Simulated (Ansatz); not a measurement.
# Residual resistivity of an alloy: Ru(0001) with 2 layers of random Ru-Au, 2x2

Aim: the residual resistivity of a random alloy, from Ru(0001) with 2 layers of random Ru-Au, 2x2 and longer regions.

Main program and level: Ansatz 0.2.0; Ansatz plane-wave DFT, PBE, PAW files; ballistic transport by layer matching (Landauer), zero bias; PAW set soft_1.

### 1. Set-up

The cell holds 48 atoms: 47 Ru and 1 Au. Cell: a = 5.412 Å, b = 5.412 Å, c = 25.691 Å, α = 90.0°, β = 90.0°, γ = 120.0°. It derives from Ru. Regions: lead, 40 atoms (40 Ru); scattering region, 8 atoms (7 Ru and 1 Au). The structure is stacked along c, and the current runs across the ab planes.

### 2. With 2 alloy layers

In 2 layers a share of 0.125 of the sites is given to Au at random. The layers about the cell's end stay perfect and serve as the lead. Energies from -0.05 to 0.05 eV in steps of 0.05 eV are too few for the program's thermal sum, so it prints no conductance; for a metal the transmission near the Fermi level serves, at a fraction of the cost.

input.yaml reads:

```yaml
crystal:
  lattice:
    - [5.4116, 0.0, 0.0]
    - [-2.7058, 4.6865830751, 0.0]
    - [0.0, 0.0, 25.6914]
  atoms:
    - { symbol: Ru, position: [0.1666666667, 0.3333333333, 0.0416666667] }
    - { symbol: Ru, position: [0.1666666667, 0.8333333333, 0.0416666667] }
    - { symbol: Ru, position: [0.6666666667, 0.3333333333, 0.0416666667] }
    - { symbol: Ru, position: [0.6666666667, 0.8333333333, 0.0416666667] }
    - { symbol: Ru, position: [0.3333333333, 0.1666666667, 0.125] }
    - { symbol: Ru, position: [0.3333333333, 0.6666666667, 0.125] }
    - { symbol: Ru, position: [0.8333333333, 0.1666666667, 0.125] }
    - { symbol: Ru, position: [0.8333333333, 0.6666666667, 0.125] }
    - { symbol: Ru, position: [0.1666666667, 0.3333333333, 0.2083333333] }
    - { symbol: Ru, position: [0.1666666667, 0.8333333333, 0.2083333333] }
    - { symbol: Ru, position: [0.6666666667, 0.3333333333, 0.2083333333] }
    - { symbol: Ru, position: [0.6666666667, 0.8333333333, 0.2083333333] }
    - { symbol: Ru, position: [0.3333333333, 0.1666666667, 0.2916666667] }
    - { symbol: Ru, position: [0.3333333333, 0.6666666667, 0.2916666667] }
    - { symbol: Ru, position: [0.8333333333, 0.1666666667, 0.2916666667] }
    - { symbol: Ru, position: [0.8333333333, 0.6666666667, 0.2916666667] }
    - { symbol: Ru, position: [0.1666666667, 0.3333333333, 0.375] }
    - { symbol: Ru, position: [0.1666666667, 0.8333333333, 0.375] }
    - { symbol: Ru, position: [0.6666666667, 0.3333333333, 0.375] }
    - { symbol: Ru, position: [0.6666666667, 0.8333333333, 0.375] }
    - { symbol: Ru, position: [0.3333333333, 0.1666666667, 0.4583333333] }
    - { symbol: Ru, position: [0.3333333333, 0.6666666667, 0.4583333333] }
    - { symbol: Ru, position: [0.8333333333, 0.1666666667, 0.4583333333] }
    - { symbol: Ru, position: [0.8333333333, 0.6666666667, 0.4583333333] }
    - { symbol: Ru, position: [0.1666666667, 0.3333333333, 0.5416666667] }
    - { symbol: Ru, position: [0.1666666667, 0.8333333333, 0.5416666667] }
    - { symbol: Au, position: [0.6666666667, 0.3333333333, 0.5416666667] }
    - { symbol: Ru, position: [0.6666666667, 0.8333333333, 0.5416666667] }
    - { symbol: Ru, position: [0.3333333333, 0.1666666667, 0.625] }
    - { symbol: Ru, position: [0.3333333333, 0.6666666667, 0.625] }
    - { symbol: Ru, position: [0.8333333333, 0.1666666667, 0.625] }
    - { symbol: Ru, position: [0.8333333333, 0.6666666667, 0.625] }
    - { symbol: Ru, position: [0.1666666667, 0.3333333333, 0.7083333333] }
    - { symbol: Ru, position: [0.1666666667, 0.8333333333, 0.7083333333] }
    - { symbol: Ru, position: [0.6666666667, 0.3333333333, 0.7083333333] }
    - { symbol: Ru, position: [0.6666666667, 0.8333333333, 0.7083333333] }
    - { symbol: Ru, position: [0.3333333333, 0.1666666667, 0.7916666667] }
    - { symbol: Ru, position: [0.3333333333, 0.6666666667, 0.7916666667] }
    - { symbol: Ru, position: [0.8333333333, 0.1666666667, 0.7916666667] }
    - { symbol: Ru, position: [0.8333333333, 0.6666666667, 0.7916666667] }
    - { symbol: Ru, position: [0.1666666667, 0.3333333333, 0.875] }
    - { symbol: Ru, position: [0.1666666667, 0.8333333333, 0.875] }
    - { symbol: Ru, position: [0.6666666667, 0.3333333333, 0.875] }
    - { symbol: Ru, position: [0.6666666667, 0.8333333333, 0.875] }
    - { symbol: Ru, position: [0.3333333333, 0.1666666667, 0.9583333333] }
    - { symbol: Ru, position: [0.3333333333, 0.6666666667, 0.9583333333] }
    - { symbol: Ru, position: [0.8333333333, 0.1666666667, 0.9583333333] }
    - { symbol: Ru, position: [0.8333333333, 0.6666666667, 0.9583333333] }
kpoints:
  mp_grid: { grid: [5, 5, 1] }
hamiltonian:
  xc: pbe
  pseudopotentials: { kind: paw, azcp: { folder: soft_1 } }
scf:
  occupations: { method: fermi_dirac, width: 0.1 }
output:
  transmission:
    leads: [[0, 8]]
    kmesh: [10, 10]
    e_range: [-0.05, 0.05]
    de: 0.05
  write_potential: true
  write_density: true
  volumetric_format: npy
```

Run with:

```
> ansatz run input.yaml --threads 4 --pin off --max-ram 15360MiB --backend cpu --events-out ev --progress --plain --runs-dir out
```

Numbers of over 12 decimals in the logs are rounded to 6 here.

What it wrote:

```text
Engine: ansatz 0.2.0, aarch64-unknown-linux-gnu
Pseudopotentials: kind: paw
Pseudopotential: Ru, paw, valence charge 16, recommended cutoff 420 eV (normal), soft_1/Ru.paw.azcp
Pseudopotential: Au, paw, valence charge 19, recommended cutoff 420 eV (normal), soft_1/Au.paw.azcp
Functional definition: PBE
  parameter kappa = 0.804
  parameter beta = 0.066725
  exchange = pbe_x(kappa = kappa, mu = beta*pi^2/3)
  correlation = pbe_c(beta = beta)
Crystal: 48 atoms, lattice volume = 651.583 Å³
Basis set: ecut = 420 eV, 12691 PW (Γ)
Bands: 463, of which v1, the nominal top of the filled ones, is band 386 counted from 1 (385 counted from 0)
Symmetry: 12 space group operations
Space group: P-6m2 (ITA 187), of the structure as read, at distance tolerance 8.7e-5 Å
k-points: 5 of 25 (time reversal used)
Non-local potential: Ru, projectors of the file, l = 0: 3, l = 1: 2, l = 2: 2, l = 3: 1
Non-local potential: Au, projectors of the file, l = 0: 3, l = 1: 2, l = 2: 2, l = 3: 1
PAW form: soft (Blöchl's): semilocal exchange-correlation on the pseudo side does not see the compensation charge
PAW one-centre angular grid: Ru, 590 points (default); XC on 64 Gauss nodes
PAW one-centre angular grid: Au, 590 points (default); XC on 64 Gauss nodes
Initial density: superposition of atomic densities (chi_scale 0.1, normalization cell, long waves 96 % of neutral atoms (reshape's long-wave potential 1.96 eV rms, cloud 2.82 Å wide))
Initial wavefunctions: pseudopotential atomic-orbital guess
Functional: x = pbe(κ = 0.804, μ = 0.219515), c = pbe(β = 0.066725)
SCF iter   1: F=—  HF=-289488.642365 eV  |F-HF|=—  |Δ(HF+E_count)|=         —  Δρ=1.41e-1  dr2=4.20e2  ethr=3.10e-3  ⟨swp⟩=5.0  Hψ=7389  notcnv=0  defer=3
preconditioner: auto → Kerker (q_TF=auto, 2.806 Å⁻¹)  [metal: Δε(μ)=0.003 eV  Ē_g=5.343 eV  σ=0.100 eV  W_gap=0.01  n_scr=268 (ndim 8)  ℏωp=28.6 eV  f_vac=0.000  D(μ)=43.68/eV (n_scr^D=430)]
SCF iter   2: F=—  HF=-289460.294499 eV  |F-HF|=—  |Δ(HF+E_count)|=    2.83e1  Δρ=7.16e-2  dr2=1.45e2  ethr=3.10e-3  ⟨swp⟩=2.0  Hψ=4722  notcnv=0  defer=18
SCF iter   3: F=—  HF=-289450.798321 eV  |F-HF|=—  |Δ(HF+E_count)|=    9.50e0  Δρ=1.51e-2  dr2=5.66e0  ethr=3.10e-3  ⟨swp⟩=2.8  Hψ=4621  notcnv=0  defer=18
SCF iter   4: F=—  HF=-289450.215336 eV  |F-HF|=—  |Δ(HF+E_count)|=   5.83e-1  Δρ=4.73e-3  dr2=2.52e0  ethr=7.34e-4  ⟨swp⟩=2.0  Hψ=3147  notcnv=0  defer=21
SCF iter   5: F=—  HF=-289450.109626 eV  |F-HF|=—  |Δ(HF+E_count)|=   1.06e-1  Δρ=2.07e-3  dr2=1.94e-1  ethr=3.27e-4  ⟨swp⟩=2.0  Hψ=2294  notcnv=0  defer=21
SCF iter   6: F=—  HF=-289450.100070 eV  |F-HF|=—  |Δ(HF+E_count)|=   9.56e-3  Δρ=4.29e-4  dr2=9.40e-4  ethr=2.52e-5  ⟨swp⟩=1.4  Hψ=2667  notcnv=0  defer=23
SCF iter   7: F=—  HF=-289450.100185 eV  |F-HF|=—  |Δ(HF+E_count)|=   1.15e-4  Δρ=1.03e-4  dr2=1.31e-4  ethr=1.22e-7  ⟨swp⟩=2.2  Hψ=4240  notcnv=0  defer=23
SCF iter   8: F=—  HF=-289450.100192 eV  |F-HF|=—  |Δ(HF+E_count)|=   6.68e-6  Δρ=2.69e-5  dr2=8.94e-6  ethr=1.69e-8  ⟨swp⟩=2.0  Hψ=3944  notcnv=0  defer=23
SCF iter   9: F=—  HF=-289450.101536 eV  |F-HF|=—  |Δ(HF+E_count)|=   1.34e-3  Δρ=6.53e-6  dr2=2.17e-6  ethr=1.16e-9  ⟨swp⟩=2.0  Hψ=3704  notcnv=0  defer=23
SCF iter  10: F=-289450.101536 eV  HF=-289450.101536 eV  |F-HF|=5.41e-8  |Δ(HF+E_count)|=   4.03e-8  Δρ=1.58e-6  dr2=5.99e-8  ethr=1.30e-11  ⟨swp⟩=8.4  Hψ=6221  notcnv=0
SCF 1 converged in 10 iterations: F = -289450.101536 eV  dr2 = 5.99e-8
  greatest PAW one-centre occupation: 1.000 electrons in one spin orbital (limit 2), on the Au atom at site 26 (counted from 0), in its partial waves of l = 0
transmission: 68 of 672 steps passed
transmission: 137 of 672 steps passed
[...]
transmission: 672 of 672 steps passed
SCF converged after 10 iterations
Free energy (F): -289450.101536 eV
Harris-Foulkes:  -289450.101536 eV  (|F-HF|=5.41e-8)
Internal energy: -289448.580946 eV  (E = F + TS)
E sigma→0 (E₀):  -289449.341241 eV
Entropy (-TS):   -1.520590 eV (-31.679 meV/atom)
Fermi energy:    23.441790 eV
--- Per-component energies (eV) ---
  E_band       = -2747.179350
  E_kinetic    = 22225.756833
  E_local      = -61209.868831  (includes V_loc(G=0)·N_el)
  E_nonlocal   = 19485.666163
  E_hartree    = 20484.843626
  E_xc         = -8216.217009
  E_vxc        = -10380.622445  (∫ρ·V_xc dr)
  E_paw        = -174301.442592  (= ΣΔE_a)
  E_vpaw       = -13837.831969  (= ΣTr[D̂ρ^β])
  E_aug_tail   = 0.030893  (compensation charges beyond the density's cutoff)
  E_ewald      = -107917.350029
  E_smearing   = -1.520590  (= −TS)
  E_closure    = 0.000000  (closes the sum)
  Σ components = -289450.101536   (vs F -289450.101536, Δ=0.00e0)
--- Band table (eV; the first three rows and the last of 5) ---
  k-point 0: bands = [... 382 lower, 24.0810, 24.0810, 24.3051, 24.3051, 24.4764, 24.4764, 24.5335, 24.5335, ... 73 higher]
  k-point 1: bands = [... 382 lower, 23.5571, 23.7959, 23.8247, 23.9877, 23.9916, 24.0736, 24.0952, 24.1188, ... 73 higher]
  k-point 2: bands = [... 382 lower, 23.0720, 23.1422, 23.2309, 23.2421, 23.2691, 23.4026, 23.4474, 23.4903, ... 73 higher]
  k-point 4: bands = [... 382 lower, 22.9936, 23.0978, 23.1815, 23.2082, 23.2122, 23.3617, 23.4189, 23.4476, ... 73 higher]
--- Transmission ---
  basis      : 223 plane waves across, 48 finite elements along
  points     : 14, standing for a mesh of 10 x 10
  energies   : 3 from -0.050000 to 0.050000 eV about the Fermi level, 0.050000 eV apart; the leads are filled to 0.000000 eV, and channels, transmission and decay are at 0.000000 eV
  crystal 0  : Ru8, at the sites [0, 8], period 4.2819 Å, over 23.55 Å; its Hamiltonian steps by up to 4.6 meV
    offset         : up to 0.0000 Å between an atom of the period and one for which it stands
    channels       : 5.280000e0 a spin
    conductance    : none, the energies end too early or step too widely for 300 K: set another output.transmission.e_range or a lower de, or, where they end at an eighth of basis.ecutwfc, a higher one
  junction   : crystal 0 to crystal 0, 1.44 to 22.85 Å
    transmission   : 3.882418e0 a spin
    conductance    : none, the energies end too early or step too widely for 300 K: set another output.transmission.e_range or a lower de, or, where they end at an eighth of basis.ecutwfc, a higher one
```

The job ended after 3.3 min (4 threads of Arm Neoverse V1, shared host; peak memory 5.5 GiB).

Numbers from this step:

```yaml
free_energy: -289450.1015 eV
energy_at_zero_smearing: -289449.3412 eV
fermi_energy: 23.44 eV
cell_area: 25.36 Å²
transmission_per_spin_nearest_the_fermi_level: 3.882
open_channels_per_spin_nearest_the_fermi_level: 5.28
step_of_the_lead_s_potential: 4.6 meV
```

Per spin. Transmission, zone mean against energy, zero at the Fermi level:

```csv
energy (eV),"transmission, zone mean"
-0.0500,3.86
0.0000,3.88
0.0500,4.13
```

Per spin. Open channels, zone mean, lead against energy, zero at the Fermi level:

```csv
energy (eV),"open channels, zone mean, lead"
-0.0500,5.16
0.0000,5.28
0.0500,5.88
```

Transmission over k1 and k2. At 0.0000 eV from the Fermi level.

Ten even steps from '_' (0.9) to '@' (10.5):
```
::--::::::--::..__..
..::::----::::..____
..::----**----::....
::::--**@@@@**--::::
==--::--@@@@@@--::--
::::::--**@@@@**--::
......::----**----::
..____..::::----::::
::..__..::--::::::--
==::....::==::....::
```
Columns: k1 (b1) from -0.5 to 0.4; rows upwards: k2 (b2) from -0.5 to 0.4.

Open channels over k1 and k2. At 0.0000 eV from the Fermi level.

Ten even steps from '_' (2.0) to '@' (12.0):
```
::==------==::..__..
..------------..____
..----++##++----....
::----##@@@@##----::
====--++@@@@@@++--==
::::----##@@@@##----
......----++##++----
..____..------------
::..__..::==------==
==::....::==::....::
```
Columns: k1 (b1) from -0.5 to 0.4; rows upwards: k2 (b2) from -0.5 to 0.4.

Over the solved energies the transmission per spin lies between 3.86 and 4.13, out of 5.44 channels of the lead on average (up to 5.88).

### 3. With 6 alloy layers

In 6 layers a share of 0.125 of the sites is given to Au at random. A fresh draw is used; the growth of the resistance with length is what counts.

System of this step: Ru(0001) with 6 layers of random Ru-Au, 2x2. The cell holds 64 atoms: 61 Ru and 3 Au. Cell: a = 5.412 Å, b = 5.412 Å, c = 34.255 Å, α = 90.0°, β = 90.0°, γ = 120.0°. It derives from Ru. Regions: lead, 40 atoms (40 Ru); scattering region, 24 atoms (21 Ru and 3 Au). The structure is stacked along c, and the current runs across the ab planes.

input.yaml reads:

```yaml
crystal:
  lattice:
    - [5.4116, 0.0, 0.0]
    - [-2.7058, 4.6865830751, 0.0]
    - [0.0, 0.0, 34.2552]
  atoms:
    - { symbol: Ru, position: [0.1666666667, 0.3333333333, 0.03125] }
    - { symbol: Ru, position: [0.1666666667, 0.8333333333, 0.03125] }
    - { symbol: Ru, position: [0.6666666667, 0.3333333333, 0.03125] }
    - { symbol: Ru, position: [0.6666666667, 0.8333333333, 0.03125] }
    - { symbol: Ru, position: [0.3333333333, 0.1666666667, 0.09375] }
    - { symbol: Ru, position: [0.3333333333, 0.6666666667, 0.09375] }
    - { symbol: Ru, position: [0.8333333333, 0.1666666667, 0.09375] }
    - { symbol: Ru, position: [0.8333333333, 0.6666666667, 0.09375] }
    - { symbol: Ru, position: [0.1666666667, 0.3333333333, 0.15625] }
    - { symbol: Ru, position: [0.1666666667, 0.8333333333, 0.15625] }
    - { symbol: Ru, position: [0.6666666667, 0.3333333333, 0.15625] }
    - { symbol: Ru, position: [0.6666666667, 0.8333333333, 0.15625] }
    - { symbol: Ru, position: [0.3333333333, 0.1666666667, 0.21875] }
    - { symbol: Ru, position: [0.3333333333, 0.6666666667, 0.21875] }
    - { symbol: Ru, position: [0.8333333333, 0.1666666667, 0.21875] }
    - { symbol: Ru, position: [0.8333333333, 0.6666666667, 0.21875] }
    - { symbol: Ru, position: [0.1666666667, 0.3333333333, 0.28125] }
    - { symbol: Ru, position: [0.1666666667, 0.8333333333, 0.28125] }
    - { symbol: Ru, position: [0.6666666667, 0.3333333333, 0.28125] }
    - { symbol: Ru, position: [0.6666666667, 0.8333333333, 0.28125] }
    - { symbol: Ru, position: [0.3333333333, 0.1666666667, 0.34375] }
    - { symbol: Au, position: [0.3333333333, 0.6666666667, 0.34375] }
    - { symbol: Ru, position: [0.8333333333, 0.1666666667, 0.34375] }
    - { symbol: Ru, position: [0.8333333333, 0.6666666667, 0.34375] }
    - { symbol: Ru, position: [0.1666666667, 0.3333333333, 0.40625] }
    - { symbol: Ru, position: [0.1666666667, 0.8333333333, 0.40625] }
    - { symbol: Ru, position: [0.6666666667, 0.3333333333, 0.40625] }
    - { symbol: Ru, position: [0.6666666667, 0.8333333333, 0.40625] }
    - { symbol: Au, position: [0.3333333333, 0.1666666667, 0.46875] }
    - { symbol: Ru, position: [0.3333333333, 0.6666666667, 0.46875] }
    - { symbol: Ru, position: [0.8333333333, 0.1666666667, 0.46875] }
    - { symbol: Ru, position: [0.8333333333, 0.6666666667, 0.46875] }
    - { symbol: Ru, position: [0.1666666667, 0.3333333333, 0.53125] }
    - { symbol: Au, position: [0.1666666667, 0.8333333333, 0.53125] }
    - { symbol: Ru, position: [0.6666666667, 0.3333333333, 0.53125] }
    - { symbol: Ru, position: [0.6666666667, 0.8333333333, 0.53125] }
    - { symbol: Ru, position: [0.3333333333, 0.1666666667, 0.59375] }
    - { symbol: Ru, position: [0.3333333333, 0.6666666667, 0.59375] }
    - { symbol: Ru, position: [0.8333333333, 0.1666666667, 0.59375] }
    - { symbol: Ru, position: [0.8333333333, 0.6666666667, 0.59375] }
    - { symbol: Ru, position: [0.1666666667, 0.3333333333, 0.65625] }
    - { symbol: Ru, position: [0.1666666667, 0.8333333333, 0.65625] }
    - { symbol: Ru, position: [0.6666666667, 0.3333333333, 0.65625] }
    - { symbol: Ru, position: [0.6666666667, 0.8333333333, 0.65625] }
    - { symbol: Ru, position: [0.3333333333, 0.1666666667, 0.71875] }
    - { symbol: Ru, position: [0.3333333333, 0.6666666667, 0.71875] }
    - { symbol: Ru, position: [0.8333333333, 0.1666666667, 0.71875] }
    - { symbol: Ru, position: [0.8333333333, 0.6666666667, 0.71875] }
    - { symbol: Ru, position: [0.1666666667, 0.3333333333, 0.78125] }
    - { symbol: Ru, position: [0.1666666667, 0.8333333333, 0.78125] }
    - { symbol: Ru, position: [0.6666666667, 0.3333333333, 0.78125] }
    - { symbol: Ru, position: [0.6666666667, 0.8333333333, 0.78125] }
    - { symbol: Ru, position: [0.3333333333, 0.1666666667, 0.84375] }
    - { symbol: Ru, position: [0.3333333333, 0.6666666667, 0.84375] }
    - { symbol: Ru, position: [0.8333333333, 0.1666666667, 0.84375] }
    - { symbol: Ru, position: [0.8333333333, 0.6666666667, 0.84375] }
    - { symbol: Ru, position: [0.1666666667, 0.3333333333, 0.90625] }
    - { symbol: Ru, position: [0.1666666667, 0.8333333333, 0.90625] }
    - { symbol: Ru, position: [0.6666666667, 0.3333333333, 0.90625] }
    - { symbol: Ru, position: [0.6666666667, 0.8333333333, 0.90625] }
    - { symbol: Ru, position: [0.3333333333, 0.1666666667, 0.96875] }
    - { symbol: Ru, position: [0.3333333333, 0.6666666667, 0.96875] }
    - { symbol: Ru, position: [0.8333333333, 0.1666666667, 0.96875] }
    - { symbol: Ru, position: [0.8333333333, 0.6666666667, 0.96875] }
kpoints:
  mp_grid: { grid: [5, 5, 1] }
hamiltonian:
  xc: pbe
  pseudopotentials: { kind: paw, azcp: { folder: soft_1 } }
scf:
  occupations: { method: fermi_dirac, width: 0.1 }
output:
  transmission:
    leads: [[0, 8]]
    kmesh: [10, 10]
    e_range: [-0.05, 0.05]
    de: 0.05
  write_potential: true
  write_density: true
  volumetric_format: npy
```

What it wrote:

```text
[...]
Crystal: 64 atoms, lattice volume = 868.777 Å³
Basis set: ecut = 420 eV, 16909 PW (Γ)
Bands: 620, of which v1, the nominal top of the filled ones, is band 517 counted from 1 (516 counted from 0)
Symmetry: 1 space group operations
[...]
k-points: 13 of 25 (time reversal used)
[...]
SCF iter   1: F=—  HF=-398112.585355 eV  |F-HF|=—  |Δ(HF+E_count)|=         —  Δρ=1.57e-1  dr2=1.11e3  ethr=3.10e-3  ⟨swp⟩=5.0  Hψ=26128  notcnv=0  defer=13
[...]
SCF iter  11: F=-398051.382661 eV  HF=-398051.382661 eV  |F-HF|=2.35e-8  |Δ(HF+E_count)|=   2.67e-8  Δρ=8.32e-7  dr2=2.62e-8  ethr=9.68e-12  ⟨swp⟩=9.5  Hψ=18466  notcnv=0
SCF 1 converged in 11 iterations: F = -398051.382661 eV  dr2 = 2.62e-8
[...]
transmission: 329 of 3276 steps passed
transmission: 656 of 3276 steps passed
[...]
transmission: 3276 of 3276 steps passed
SCF converged after 11 iterations
Free energy (F): -398051.382661 eV
[...]
Internal energy: -398049.242595 eV  (E = F + TS)
E sigma→0 (E₀):  -398050.312628 eV
Entropy (-TS):   -2.140067 eV (-33.439 meV/atom)
Fermi energy:    23.587335 eV
[...]
--- Band table (eV; the first three rows and the last of 13) ---
  k-point 0: bands = [... 513 lower, 24.2444, 24.2689, 24.2704, 24.2844, 24.3137, 24.3574, 24.3750, 24.4109, ... 99 higher]
  k-point 1: bands = [... 513 lower, 23.9105, 23.9393, 23.9705, 23.9920, 24.0410, 24.0517, 24.0819, 24.0882, ... 99 higher]
  k-point 2: bands = [... 513 lower, 23.3333, 23.3536, 23.3580, 23.4102, 23.4456, 23.5093, 23.5313, 23.5658, ... 99 higher]
  k-point 12: bands = [... 513 lower, 23.4626, 23.4843, 23.5284, 23.5816, 23.6089, 23.6287, 23.6552, 23.6593, ... 99 higher]
--- Transmission ---
  basis      : 223 plane waves across, 63 finite elements along
  points     : 52, standing for a mesh of 10 x 10
[...]
channels       : 5.280000e0 a spin
[...]
junction   : crystal 0 to crystal 0, -1.44 to 28.53 Å
    transmission   : 2.865060e0 a spin
[...]
```

It took 18 min on 4 threads; peak memory 10 GiB.

Numbers from this step:

- free energy: -398051.3827 eV
- energy at zero smearing: -398050.3126 eV
- Fermi energy: 23.59 eV
- transmission per spin nearest the Fermi level: 2.865
- step of the lead's potential: 6.3 meV

Per spin. Table of transmission, zone mean by energy, zero at the Fermi level:

```csv
energy (eV),"transmission, zone mean"
-0.0500,2.94
0.0000,2.87
0.0500,2.97
```

Over the solved energies the transmission per spin lies between 2.87 and 2.97, out of 5.48 channels of the lead on average (up to 6).

(Continued in part 2 of 2.)

[Logs are printed without paths, hosts, clocks, repeated set-up lines and the standing remarks that a program may print on its own settings, such as how far it seeks lower states.]

[Hosts, paths, dates, database ids (printed as entryN), source tags and the programs' standing remarks are cut or masked in the printed files.]
